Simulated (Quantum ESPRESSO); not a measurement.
## C: phonons with PBE

The system is C.

```
C
1.0
     0.00000    1.78337    1.78337
     1.78337    0.00000    1.78337
     1.78337    1.78337    0.00000
C
2
Cartesian
  2.6751 2.6751 2.6751
  1.7834 1.7834 1.7834
```

This isn't the form of C at room conditions, which is graphite.

```yaml
Program: Quantum ESPRESSO 7.5
Task: phonons
Functional: PBE
Potentials_or_basis: SG15 PBE 1.2
Cutoff: 952 eV
Density_cutoff: 3810 eV
k_mesh: 13 × 13 × 13
Occupations: methfessel-paxton, width 0.2 eV
Spin: no spin polarisation
Mixing_beta: 0.5
Most_SCF_iterations: 120
SCF_threshold: 4e-10 Ry
```

```yaml
Band_gap_on_the_k_mesh: 4.19 eV, indirect (least direct gap 5.60 eV)
Electronic_dielectric_tensor_diagonal: 5.81
Born_charges_mean_of_the_diagonal: C +0.00 e
Highest_phonon_frequency_at_Γ: 1296 cm⁻¹
Static_dielectric_tensor_diagonal: 5.81
```

Levels at points of the mesh, in eV from the valence-band top:
```
           k point  band 1  band 2  band 3  band 4  band 5  band 6  band 7  band 8
(0.00, 0.00, 0.00)  -21.45    0.00    0.00    0.00    5.60    5.60    5.60   13.37
```

Phonon frequencies in cm⁻¹ (negative: imaginary):
```csv
q point,frequencies
"(0.000, 0.000, 0.000)",56 56 56 1296 1296 1296
```

Electronic dielectric tensor:
```
5.81 0.00 0.00
0.00 5.81 0.00
0.00 0.00 5.81
```

Born effective charge tensors (e):
atom 1, C
```
0.00 0.00 0.00
0.00 0.00 0.00
0.00 0.00 0.00
```
atom 2, C
```
0.00 0.00 0.00
0.00 0.00 0.00
0.00 0.00 0.00
```

Optical modes at Γ, degenerate ones joined, polar ones without the macroscopic field:
```
cm⁻¹  components  symmetry  active in  IR intensity, summed ((D/Å)²/amu)
1296           3       T2g      Raman                               0.00
```

Static dielectric tensor, electrons and zone-centre modes:
```
5.81 0.00 0.00
0.00 5.81 0.00
0.00 0.00 5.81
```

It took 98 s on 1 thread of Arm Neoverse V2, with other jobs on the host, peak memory 0.05 GiB.

Caveat: this smearing can shift energies of a crystal with a gap; before the sum rule the acoustic modes lie tens of cm⁻¹ from zero, a sign that the density grid also shifts the optical modes; on a mesh that holds Γ this program's dielectric tensor can be off by some percent beyond the error of the mesh; an odd mesh through Γ misses points on the zone boundary, where band edges often lie. A hybrid or GW would open this gap; PBE tends to underestimate it.
